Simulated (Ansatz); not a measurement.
# WS2: the cost of one run

Computed with Ansatz 0.2.0 (DFT PBE, scalar-relativistic, plane waves, PAW, unless a step's input says otherwise).

### 1 The starting structure

The structure is trigonal, space group P-3m1 (No. 164). Conventional cell: a = 3.188 Å, b = 3.188 Å, c = 14.705 Å, α = 90.00°, β = 90.00°, γ = 120.00°. W (site symmetry 3m) has 6 S at 2.42 Å in its first shell of neighbours. S (site symmetry 3m) has 3 W at 2.42 Å in its first shell of neighbours.

Structure file:

```
W S
1.0
     3.18783    0.00000    0.00000
    -1.59391    2.76074    0.00000
     0.00000    0.00000   14.70514
W S
2 4
Direct
  0.33333 0.66667 0.24898
  0.66667 0.33333 0.75102
  0.33333 0.66667 0.64418
  0.66667 0.33333 0.14216
  0.33333 0.66667 0.85784
  0.66667 0.33333 0.35582
```

The cell was relaxed beforehand at this level, from a distorted copy of a database structure. At a tolerance of 0.02 Å it has space group P-3m1 (No. 164); it has 21.57 Å³/atom, an uncorrected energy of -0.83 eV/atom over the elements.

### 2 Electronic structure at the relaxed geometry

input.yaml reads:

```yaml
crystal:
  lattice:
    - [3.1878253564, 0.0, 0.0]
    - [-1.5939126782, 2.7607377414, 0.0]
    - [0.0, 0.0, 14.7051441675]
  atoms:
    - { symbol: W, position: [0.3333333333, 0.6666666667, 0.2489827228] }
    - { symbol: W, position: [0.6666666667, 0.3333333333, 0.7510172772] }
    - { symbol: S, position: [0.3333333333, 0.6666666667, 0.6441849963] }
    - { symbol: S, position: [0.6666666667, 0.3333333333, 0.1421632863] }
    - { symbol: S, position: [0.3333333333, 0.6666666667, 0.8578367137] }
    - { symbol: S, position: [0.6666666667, 0.3333333333, 0.3558150037] }
basis:
  ecutwfc: 420
kpoints:
  mp_grid: { grid: [12, 12, 2] }
  band_path:
    path:
      - [[0.0, 0.0, 0.0], [0.5, 0.0, 0.0], [0.33333333, 0.33333333, 0.0], [0.0, 0.0, 0.0], [0.0, 0.0, 0.5], [0.5, 0.0, 0.5], [0.33333333, 0.33333333, 0.5], [0.0, 0.0, 0.5]]
      - [[0.5, 0.0, 0.5], [0.5, 0.0, 0.0]]
      - [[0.33333333, 0.33333333, 0.5], [0.33333333, 0.33333333, 0.0]]
    npoints: 14
hamiltonian:
  xc: pbe
scf:
  occupations: { method: gaussian, width: 0.02 }
  n_extra_bands: 15
output:
  forces: true
  stress: true
  eigenvalues: true
  populations: true
  dos: { projected: true, de: 0.02, nscf_kmesh: { grid: [18, 18, 3] } }
  bader: true
  write_density: true
  write_potential: true
  elf: true
  volumetric_format: npy
```

On the command line:

```bash
$ ansatz run input.yaml --threads 1 --pin off --max-ram 2560MiB --backend cpu --events-out ev --progress --plain --runs-dir out
```

Q: Estimate wall time and peak memory on 1 thread of Intel Xeon at 2.50GHz (Skylake/Cascade Lake), shared host.

About 3.2 min, with a peak of 0.64 GiB.
